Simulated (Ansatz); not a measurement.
Wanted: the native input for an Ansatz 0.2.0 run.

```yaml
Task: single point
Functional: PBE
Potentials_or_basis: Ansatz PAW
Cutoff: "420 eV (not typed: the program's choice for these potentials)"
k_mesh: 11 × 11 × 11
Occupations: gaussian, width 0.027 eV
Spin: no spin polarisation
```

Crystal: W.

```xyz
1
Lattice="0.0000 2.0300 2.0300 2.0300 0.0000 2.0300 2.0300 2.0300 0.0000" Properties=species:S:1:pos:R:3 pbc="T T T"
W     0.0000    0.0000    0.0000
```

This isn't the form of W at room conditions, which is bcc.

One way to write it, as run:

input.yaml

```yaml
crystal:
  lattice:
    - [0.0, 2.03, 2.03]
    - [2.03, 0.0, 2.03]
    - [2.03, 2.03, 0.0]
  atoms:
    - { symbol: W, position: [0.0, 0.0, 0.0] }
hamiltonian:
  xc: pbe
  pseudopotentials: { kind: paw }
kpoints:
  mp_grid: { grid: [11, 11, 11] }
scf:
  occupations: { method: gaussian, width: 0.027 }
output:
  forces: true
  stress: true
  eigenvalues: true
```

Potentials or basis: Ansatz PAW.

Launch:

```sh
$ ansatz run input.yaml --threads 2 --pin off --max-ram 5632MiB --backend cpu --events-out ev --progress --plain --runs-dir out
```

It gave:

The pressure is -4.9 GPa and the band gap on the k mesh is none (metal or under the smearing width).

Wall time 0.47 s on 2 threads of Arm Neoverse V1, on a shared host, peak memory 0.26 GiB.
